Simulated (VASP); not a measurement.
A run of VASP 6.6.1 is set up as follows.

POSCAR

```
InAs
1.0
    0.0000000000      3.0180000000      3.0180000000
    3.0180000000      0.0000000000      3.0180000000
    3.0180000000      3.0180000000      0.0000000000
In As
1 1
Direct
    0.0000000000      0.0000000000      0.0000000000
    0.7500000000      0.7500000000      0.7500000000
```

Contents of INCAR.step1:

```
PREC = Accurate
ENCUT = 600
EDIFF = 1E-5
ISMEAR = -1
SIGMA = 0.05
LREAL = F
LASPH = T
NELM = 100
ALGO = Normal
LWAVE = T
LCHARG = F
GGA = PE
```

File INCAR.step2:

```
PREC = Accurate
ENCUT = 600
EDIFF = 1E-7
ISMEAR = -1
SIGMA = 0.05
LREAL = F
LASPH = T
NELM = 100
ALGO = Normal
ISIF = 3
LWAVE = F
LCHARG = F
GGA = PS
LHFCALC = T
HFSCREEN = 0.2
PRECFOCK = Fast
IBRION = 2
NSW = 40
EDIFFG = -0.01
ISTART = 1
```

KPOINTS

```
regular mesh
0
Gamma
  4 4 4
```

Potentials or basis: VASP PAW PBE potentials, release 64 (In_d, As).

Launch:

```console
$ cat potpaw_PBE.64/In_d/POTCAR potpaw_PBE.64/As/POTCAR > POTCAR
$ cp INCAR.step1 INCAR
$ mpirun -np 1 vasp_std > vasp.out
$ cp INCAR.step2 INCAR
$ mpirun -np 1 vasp_std > vasp.out
```

Problem. Estimate the relaxed volume.

Solution. 27.65 Å³/atom.

Problem. Predict the relaxed cell.

Solution. a = 4.277 Å, b = 4.277 Å, c = 4.277 Å, α = 60.00°, β = 60.00°, γ = 60.00°.

Problem. Predict the space group after relaxing (to 0.05 Å).

Solution. F-43m (No. 216).

Final structure:
```cif
data_structure
_symmetry_space_group_name_H-M 'P 1'
_symmetry_Int_Tables_number 1
_cell_length_a 4.2765
_cell_length_b 4.2765
_cell_length_c 4.2765
_cell_angle_alpha 60.000
_cell_angle_beta 60.000
_cell_angle_gamma 60.000
_cell_volume 55.30
loop_
_atom_site_label
_atom_site_type_symbol
_atom_site_fract_x
_atom_site_fract_y
_atom_site_fract_z
_atom_site_occupancy
In1 In 0.00000 0.00000 0.00000 1
As1 As 0.75000 0.75000 0.75000 1
```

Caveat: the k mesh is coarse (spacing up to 0.45 Å⁻¹), so the values aren't converged, least of all with exact exchange; the PAW data sets were made with another functional, which shifts forces and pressure a little. Zero-point motion and thermal expansion aren't in these numbers.
